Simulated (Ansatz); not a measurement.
Crystal: BP.

```
P B
1.0
     0.00000    2.26900    2.26900
     2.26900    0.00000    2.26900
     2.26900    2.26900    0.00000
P B
1 1
Direct
  0.75000 0.75000 0.75000
  0.00000 0.00000 0.00000
```

Base run:

| Property | Result |
| --- | --- |
| Program | Ansatz 0.2.0 |
| Functional | BLYP |
| Potentials or basis | all-electron LAPW, scalar-relativistic |
| Cutoff | 283 eV |
| Density cutoff | 1131 eV |
| Basis error allowed | 0.001 eV/atom |
| k mesh | 10 × 10 × 10 |
| Occupations | fermi-dirac, width 0.05 eV |
| Spin | no spin polarisation |

Its results: band gap on the k mesh 1.51 eV, indirect (least direct gap 3.55 eV); pressure 6.1 GPa.

**Question.** The run is repeated on the same cell with these changes: functional from BLYP to PBEsol. What comes out?

**Answer.** Band gap on the k mesh 1.14 eV, indirect (least direct gap 3.37 eV); pressure -2.0 GPa.

PBEsol binds more tightly than BLYP, so the same cell stands under less pressure.

Not every run made on this cell is shown here.
